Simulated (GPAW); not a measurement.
# CoO (P-6m2) in GPAW: further runs, part 3 of 3

GPAW 26.7.0.

## (5) Relaxation of cell and atoms, PBEsol, collinear spin, ferromagnetic start

run.py reads:

```python
from ase.filters import FrechetCellFilter
from ase.io import read, write
from ase.optimize import BFGS
from gpaw import GPAW, PW, setup_paths

setup_paths.insert(0, '.')

atoms = read('POSCAR')
atoms.set_initial_magnetic_moments([2.0, 0.0])

calc = GPAW(mode=PW(800),
            xc='PBEsol',
            kpts={'size': (8, 8, 7), 'gamma': True},
            occupations={'name': 'fermi-dirac', 'width': 0.05},
            nbands=17,
            convergence={'density': 1e-05, 'forces': 0.0001},
            maxiter=150,
            txt='gpaw.txt')
atoms.calc = calc
opt = BFGS(FrechetCellFilter(atoms), trajectory='relax.traj', logfile='-')
done = opt.run(fmax=0.02, steps=60)
calc.write('gs.gpw')
write('result.traj', atoms)
print('Converged:', done)
print('Cell:', atoms.cell.cellpar().round(4))
print('Volume:', round(atoms.get_volume(), 4))
print(atoms.get_scaled_positions().round(5))
```

POSCAR reads:

```
CoO
1.0
    2.8284514434      0.0000000000      0.0000000000
   -1.4142257217      2.4495108034      0.0000000000
    0.0000000000      0.0000000000      2.7217200000
Co O
1 1
Direct
    0.0000000000      0.0000000000      0.5000000000
    0.6666666667      0.3333333333      0.0000000000
```

Potentials or basis: PAW data sets generated in the run's folder for this functional, pw.

Command:

```console
$ gpaw-setup -f PBEsol Co O
$ OMP_NUM_THREADS=1 python run.py
```

gpaw.txt:

```text
__  _  _
 | _ |_)|_||  |
 |__||  | ||/\| - 26.7.0

Input parameters:
  mode=PW(ecut=800.0),
  convergence={'density': 1e-05, 'forces': 0.0001},
  kpts=MonkhorstPack(size=(8, 8, 7), gamma=True),
  maxiter=150,
  nbands=17,
  occupations=Occupations(name='fermi-dirac', width=0.05),
  xc=XC(name='PBEsol')

Diagonalizing LCAO Hamiltonian
Converting LCAO to pw mode

       Co

           O

Atoms  # Å, Bohr magnetons
|   | symbol |        x |        y |        z |    initial magnetic moments |
|---|--------|----------|----------|----------|-----------------------------|
| 0 |     Co | 0.000000 | 0.000000 | 1.360860 | ( 0.0000,  0.0000,  2.0000) |
| 1 |      O | 1.414226 | 0.816504 | 0.000000 | ( 0.0000,  0.0000,  0.0000) |

Unit cell  # Å
| periodic |         x |        y |        z |  lengths |     angles |
|----------|-----------|----------|----------|----------|------------|
|      yes |  2.828451 | 0.000000 | 0.000000 | 2.828451 |  90.000000 |
|      yes | -1.414226 | 2.449511 | 0.000000 | 2.828451 |  90.000000 |
|      yes |  0.000000 | 0.000000 | 2.721720 | 2.721720 | 120.000000 |
[... 216 lines left out ...]
No gap
No difference between direct/indirect transitions

Stress tensor  # eV/Ang^3
|         x |        y |        z |
|-----------|----------|----------|
|  0.055107 | 0.000000 | 0.000000 |
| -0.000000 | 0.055107 | 0.000000 |
|  0.000000 | 0.000000 | 0.059596 |

Forces  # eV/Ang
|        x |        y |       z |
|----------|----------|---------|
| -0.00000 | -0.00000 | 0.00000 |  # Co   0
| -0.00000 |  0.00000 | 0.00000 |  # O    1

Interpolating wave functions to new cell

       Co

           O

Atoms  # Å, Bohr magnetons
|   | symbol |         x |         y |        z |    initial magnetic moments |
|---|--------|-----------|-----------|----------|-----------------------------|
| 0 |     Co | -0.000000 | -0.000000 | 1.355409 | ( 0.0000,  0.0000,  2.5223) |
| 1 |      O |  1.408987 |  0.813479 | 0.000000 | ( 0.0000,  0.0000,  0.3188) |

Unit cell  # Å
| periodic |         x |         y |        z |  lengths |     angles |
|----------|-----------|-----------|----------|----------|------------|
|      yes |  2.817974 | -0.000000 | 0.000000 | 2.817974 |  90.000000 |
|      yes | -1.408987 |  2.440437 | 0.000000 | 2.817974 |  90.000000 |
|      yes |  0.000000 |  0.000000 | 2.710818 | 2.710818 | 120.000000 |

Number of symmetries: 12
Symmetry operations  # r_c * U_cc + t_c -> r_c
[... 227 lines left out ...]

       Co
[... 232 lines left out ...]
Stress tensor  # eV/Ang^3
|        x |        y |         z |
|----------|----------|-----------|
| 0.001661 | 0.000000 |  0.000000 |
| 0.000000 | 0.001661 |  0.000000 |
| 0.000000 | 0.000000 | -0.011434 |

Forces  # eV/Ang
|        x |       y |       z |
|----------|---------|---------|
| -0.00000 | 0.00000 | 0.00000 |  # Co   0
|  0.00000 | 0.00000 | 0.00000 |  # O    1

Interpolating wave functions to new cell

       Co
[... 166 lines left out ...]
SCF iterations
|iter     | |      energy | eigst |  dens |force |  magmom |
|---------|-|-------------|-------|-------|------|---------|
|iter:   1| |  -15.348292 | -3.01 |       |      |  +2.9997|
|iter:   2| |  -15.348257 | -5.80 | -2.78 |      |  +2.9997|
|iter:   3| |  -15.348168c| -5.11 | -2.83 |      |  +2.9997|
|iter:   4| |  -15.348181c| -6.19 | -3.37 |      |  +2.9997|
|iter:   5| |  -15.348172c| -6.58 | -3.44 |      |  +2.9997|
|iter:   6| |  -15.348173c| -7.45c| -3.78 |      |  +2.9997|
|iter:   7| |  -15.348173c| -8.22c| -4.61 |      |  +2.9997|
|iter:   8| |  -15.348173c| -8.36c| -4.92 |      |  +2.9997|
|iter:   9| |  -15.348173c| -9.22c| -5.65c|      |  +2.9997|
|iter:  10| |  -15.348173c|-10.16c| -6.08c|-16.57c|  +2.9997|

Converged in 10 steps
Energy contributions relative to reference atoms: (reference = -39902.827428)

Energy contributions:
  Kinetic:          25.808909
  Coulomb:         -22.426864
  Zero:              0.126493
  External:          0.000000
  Xc:              -18.844975
  Entropy:          -0.023473
  Spinorbit:         0.000000
  ----------------------------
  Free energy:     -15.359910
  Extrapolated:    -15.348173
[... 36 lines left out ...]
Stress tensor  # eV/Ang^3
|        x |        y |         z |
|----------|----------|-----------|
| 0.003925 | 0.000000 |  0.000000 |
| 0.000000 | 0.003925 |  0.000000 |
| 0.000000 | 0.000000 | -0.007448 |

Forces  # eV/Ang
|       x |        y |       z |
|---------|----------|---------|
| 0.00000 | -0.00000 | 0.00000 |  # Co   0
| 0.00000 |  0.00000 | 0.00000 |  # O    1

Interpolating wave functions to new cell

       Co
[... 227 lines left out ...]
No gap
No difference between direct/indirect transitions

Stress tensor  # eV/Ang^3
|         x |         y |         z |
|-----------|-----------|-----------|
|  0.005130 | -0.000000 |  0.000000 |
| -0.000000 |  0.005130 |  0.000000 |
|  0.000000 |  0.000000 | -0.003163 |

Forces  # eV/Ang
|        x |       y |       z |
|----------|---------|---------|
|  0.00000 | 0.00000 | 0.00000 |  # Co   0
| -0.00000 | 0.00000 | 0.00000 |  # O    1

Interpolating wave functions to new cell

       Co
[... 230 lines left out ...]
Stress tensor  # eV/Ang^3
|        x |        y |         z |
|----------|----------|-----------|
| 0.004407 | 0.000000 |  0.000000 |
| 0.000000 | 0.004407 | -0.000000 |
| 0.000000 | 0.000000 |  0.001413 |

Forces  # eV/Ang
|        x |       y |        z |
|----------|---------|----------|
| -0.00000 | 0.00000 | -0.00000 |  # Co   0
| -0.00000 | 0.00000 | -0.00000 |  # O    1

Interpolating wave functions to new cell

       Co
[... 227 lines left out ...]
No gap
No difference between direct/indirect transitions

Stress tensor  # eV/Ang^3
|        x |         y |         z |
|----------|-----------|-----------|
| 0.001905 |  0.000000 |  0.000000 |
| 0.000000 |  0.001905 | -0.000000 |
| 0.000000 | -0.000000 |  0.001881 |

Forces  # eV/Ang
|       x |        y |       z |
|---------|----------|---------|
| 0.00000 | -0.00000 | 0.00000 |  # Co   0
| 0.00000 | -0.00000 | 0.00000 |  # O    1

# Writing to gs.gpw (mode='')
```

Wall time 2.2 min (1 thread of Arm Neoverse V2, shared host); peak memory 0.24 GiB.

What came out:

```
Free energy                            : -15.3606 eV
Relaxed volume                         : 9.02 Å³/atom
Relaxed cell                           : a = 2.777 Å, b = 2.777 Å, c = 2.700 Å, α = 90.00°, β = 90.00°, γ = 120.00°
Space group after relaxing (to 0.05 Å) : P-6m2 (No. 187)
Energy gained by relaxing              : 11.8 meV/atom
Ionic steps                            : 7
Pressure after relaxing                : -0.3 GPa
Band gap on the k mesh                 : none (metal or under the smearing width)
Net moment                             : 3.00 μB per cell
Site moments                           : Co +2.52; O +0.33 μB
```

The path:
```csv
step,energy change (eV),largest force (eV/Å),pressure (GPa),volume (Å³)
1,0.0000,0.0000,-9.07,18.86
2,-0.0104,0.0000,-6.89,18.64
3,-0.0228,0.0000,0.43,18.01
4,-0.0230,0.0000,-0.02,18.04
5,-0.0232,0.0000,-0.38,18.06
6,-0.0235,0.0000,-0.55,18.06
7,-0.0236,0.0000,-0.30,18.03
```

Final structure:
```yaml
crystal:
  lattice:
    - [2.77734, 0.00000, 0.00000]
    - [-1.38867, 2.40525, 0.00000]
    - [0.00000, 0.00000, 2.69952]
  atoms:
    - { symbol: Co, position: [0.00000, 0.00000, 0.50000] }
    - { symbol: O, position: [0.66667, 0.33333, 0.00000] }
```

Levels at points of the mesh, in eV from the Fermi level:
Spin up:
```csv
k point,band 7,band 8,band 9,band 10,band 11,band 12
"(0.00, 0.00, 0.00)",-2.87,-1.07,-1.07,0.72,14.46,16.36
"(0.50, 0.50, 0.00)",-2.11,-2.07,-0.60,5.49,8.91,14.77
```
Spin down:
```csv
k point,band 4,band 5,band 6,band 7,band 8,band 9
"(0.00, 0.00, 0.00)",-3.40,-2.84,0.12,0.12,0.82,0.82
"(0.50, 0.50, 0.00)",-3.62,-2.46,-0.09,0.25,0.40,1.65
```

Caveat: each step starts from the last one's moments, so a moment once lost doesn't come back; later steps reuse the first step's grids; a cell with one magnetic atom can't hold antiferromagnetic order, which such compounds often take; semilocal functionals often make such compounds metallic where correlation or magnetic order opens a gap, which also shifts bond lengths.

## (6) Overview

| level | potentials or basis | gap on the mesh (eV) | pressure (GPa) | moment (μB) | relaxed volume (Å³/atom) |
| --- | --- | --- | --- | --- | --- |
| PBE+D4 | GPAW PAW data sets (gpaw-data 1.2.1), pw | none | -0.2 | 3.00 | 9.29 |
| LDA | the program's PAW data sets (release 1.2.1) made for this functional, pw | none | -0.2 | 2.98 | 8.69 |
| PBE | GPAW PAW data sets (gpaw-data 1.2.1), pw | none | 0.0 | 3.00 | 9.45 |
| PBEsol | PAW data sets generated in the run's folder for this functional, pw | none | -0.3 | 3.00 | 9.02 |

Alike in all rows: task relaxation of cell and atoms; spin collinear, ferromagnetic start; cell relaxed; k mesh 8 × 8 × 7; cutoff (eV) 800; smearing fermi-dirac 0.05 eV.

Caveats: each step starts from the last one's moments, so a moment once lost doesn't come back; later steps reuse the first step's grids; a cell with one magnetic atom can't hold antiferromagnetic order, which such compounds often take; semilocal functionals often make such compounds metallic where correlation or magnetic order opens a gap, which also shifts bond lengths; pairwise dispersion overbinds metals, which lowers pressure and volume (some runs).

Absolute energies hang on the potentials; compare differences alone.
